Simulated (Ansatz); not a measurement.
# Molecular dynamics of MgO

Input file:

```yaml
accuracy: low
crystal:
  lattice:
    - [0.0, 4.2251, 4.2251]
    - [4.2251, 0.0, 4.2251]
    - [4.2251, 4.2251, 0.0]
  atoms:
    - { symbol: Mg, position: [0.01644309, 0.05356396, -0.04870623] }
    - { symbol: O, position: [0.25590197, 0.30250526, 0.18451282] }
    - { symbol: Mg, position: [0.0098989, 0.02206468, 0.46879427] }
    - { symbol: O, position: [0.26240302, 0.28298877, 0.69405499] }
    - { symbol: Mg, position: [0.03498544, 0.52933193, -0.06664858] }
    - { symbol: O, position: [0.29798021, 0.76300447, 0.20986725] }
    - { symbol: Mg, position: [0.03135982, 0.54569849, 0.43702995] }
    - { symbol: O, position: [0.26521477, 0.80339627, 0.70384281] }
    - { symbol: Mg, position: [0.51138425, 0.02041309, -0.05618915] }
    - { symbol: O, position: [0.75813804, 0.31037293, 0.22773149] }
    - { symbol: Mg, position: [0.50153752, 0.03855635, 0.43276679] }
    - { symbol: O, position: [0.72599663, 0.31337479, 0.69619565] }
    - { symbol: Mg, position: [0.50994817, 0.53541135, -0.05973532] }
    - { symbol: O, position: [0.78475054, 0.8131376, 0.18171465] }
    - { symbol: Mg, position: [0.50278227, 0.53653917, 0.45907839] }
    - { symbol: O, position: [0.78552731, 0.79044499, 0.68224363] }
basis:
  ecutwfc: 420.0
kpoints:
  mp_grid: { grid: [2, 2, 2] }
hamiltonian:
  xc: pbe
  dispersion: d3bj
scf:
  occupations: { method: fermi_dirac, width: 0.05 }
  lower_state_search: "off"
  convergence: { dr2_threshold: 0.1 }
  max_iter: 51
md:
  timestep: 1.5
  n_steps: 200
  ensemble: nve
  temperature: 1440.0
  initial_velocities: maxwell_boltzmann
  seed: 693669
```

Command:

```bash
$ ansatz run input.yaml --threads 1 --pin off --max-ram 3072MiB --backend cpu --events-out ev --progress --plain --runs-dir out
```

It goes on from the last frame of an earlier run, with new velocities.

Output, in part (step lines):

```
md step     0: t =     0.00 fs  T =  1440.0 K  F+E_penalty+E_count = -19956.12794882 eV  E_kin = 2.792016 eV  conserved = -19953.33593285 eV  (6 SCF iters)
md step     1: t =     1.50 fs  T =  1439.9 K  F+E_penalty+E_count = -19956.12510121 eV  E_kin = 2.791836 eV  conserved = -19953.33326560 eV  (2 SCF iters)
md step     2: t =     3.00 fs  T =  1417.9 K  F+E_penalty+E_count = -19956.07637664 eV  E_kin = 2.749221 eV  conserved = -19953.32715522 eV  (2 SCF iters)
md step     3: t =     4.50 fs  T =  1374.4 K  F+E_penalty+E_count = -19955.98469470 eV  E_kin = 2.664818 eV  conserved = -19953.31987697 eV  (2 SCF iters)
md step     4: t =     6.00 fs  T =  1312.5 K  F+E_penalty+E_count = -19955.85725768 eV  E_kin = 2.544884 eV  conserved = -19953.31237365 eV  (2 SCF iters)
md step     5: t =     7.50 fs  T =  1237.2 K  F+E_penalty+E_count = -19955.70815894 eV  E_kin = 2.398804 eV  conserved = -19953.30935513 eV  (2 SCF iters)
md step     6: t =     9.00 fs  T =  1154.7 K  F+E_penalty+E_count = -19955.54715909 eV  E_kin = 2.238752 eV  conserved = -19953.30840718 eV  (2 SCF iters)
md step     7: t =    10.50 fs  T =  1073.4 K  F+E_penalty+E_count = -19955.38923062 eV  E_kin = 2.081141 eV  conserved = -19953.30809009 eV  (2 SCF iters)
[... lines left out ...]
md step   198: t =   297.00 fs  T =  1501.8 K  F+E_penalty+E_count = -19956.06324201 eV  E_kin = 2.911790 eV  conserved = -19953.15145234 eV  (2 SCF iters)
md step   199: t =   298.50 fs  T =  1571.1 K  F+E_penalty+E_count = -19956.19402748 eV  E_kin = 3.046222 eV  conserved = -19953.14780549 eV  (2 SCF iters)
md step   200: t =   300.00 fs  T =  1626.6 K  F+E_penalty+E_count = -19956.29605806 eV  E_kin = 3.153720 eV  conserved = -19953.14233820 eV  (2 SCF iters)
```

The steps, from the saved trajectory:

| time (fs) | T (K) | potential energy less start (eV) | conserved less start (meV/atom) |
| --- | --- | --- | --- |
| 0.0 | 1440 | 0.000 | 0.00 |
| 9.0 | 1155 | 0.581 | 1.72 |
| 18.0 | 907 | 1.060 | 1.60 |
| 27.0 | 1105 | 0.674 | 1.55 |
| 36.0 | 1152 | 0.592 | 2.11 |
| 45.0 | 938 | 1.017 | 2.70 |
| 54.0 | 1034 | 0.833 | 2.83 |
| 63.0 | 1273 | 0.375 | 3.15 |
| 72.0 | 1227 | 0.465 | 3.32 |
| 81.0 | 1223 | 0.485 | 4.01 |
| 90.0 | 1024 | 0.870 | 3.99 |
| 99.0 | 807 | 1.297 | 4.32 |
| 108.0 | 1067 | 0.801 | 4.81 |
| 117.0 | 1437 | 0.082 | 4.69 |
| 126.0 | 1393 | 0.179 | 5.40 |
| 135.0 | 1011 | 0.921 | 5.57 |
| 144.0 | 913 | 1.114 | 5.77 |
| 153.0 | 1206 | 0.558 | 6.48 |
| 162.0 | 1015 | 0.932 | 6.71 |
| 171.0 | 1096 | 0.785 | 7.43 |
| 180.0 | 1487 | 0.033 | 7.74 |
| 189.0 | 1393 | 0.218 | 7.94 |
| 198.0 | 908 | 1.175 | 8.95 |
| 207.0 | 1032 | 0.930 | 8.73 |
| 216.0 | 1107 | 0.791 | 9.05 |
| 225.0 | 981 | 1.044 | 9.60 |
| 234.0 | 1316 | 0.392 | 9.46 |
| 243.0 | 1422 | 0.204 | 10.52 |
| 252.0 | 1235 | 0.568 | 10.67 |
| 261.0 | 1059 | 0.919 | 11.28 |
| 270.0 | 1180 | 0.688 | 11.55 |
| 279.0 | 872 | 1.288 | 11.60 |
| 288.0 | 938 | 1.160 | 11.76 |
| 297.0 | 1502 | 0.065 | 11.53 |

The run went to its last step. The conserved energy wandered by up to 12.1 meV per atom (net 12.1 meV per atom), which is poor conservation. A run of 0.3 ps of so small a system gives no equilibrium averages. The SCF threshold is loose, so the forces are noisy. Limits of this set-up: coarse k mesh, low accuracy level.

Mean squared displacements from the first frame to the last, about the centre of mass: Mg 0.05 Å², O 0.04 Å².

Last frame:

```xyz
16
Lattice="0.0000 4.2251 4.2251 4.2251 0.0000 4.2251 4.2251 4.2251 0.0000" Properties=species:S:1:pos:R:3
Mg -0.127 -0.222 0.192
O 2.017 1.878 2.400
Mg 2.045 1.877 0.261
O 4.153 4.047 2.275
Mg 2.084 -0.151 2.316
O 4.059 2.027 4.362
Mg 4.264 1.975 2.268
O 6.210 3.937 4.358
Mg 0.084 1.917 2.470
O 1.964 4.197 4.448
Mg 2.108 4.157 2.333
O 4.183 6.140 4.401
Mg 1.994 2.056 4.513
O 4.082 4.169 6.631
Mg 4.176 3.937 4.565
O 6.398 6.238 6.606
```

The run took 5.1 min on 1 thread of Arm Neoverse V2, with other jobs on the host, peak memory 0.45 GiB.
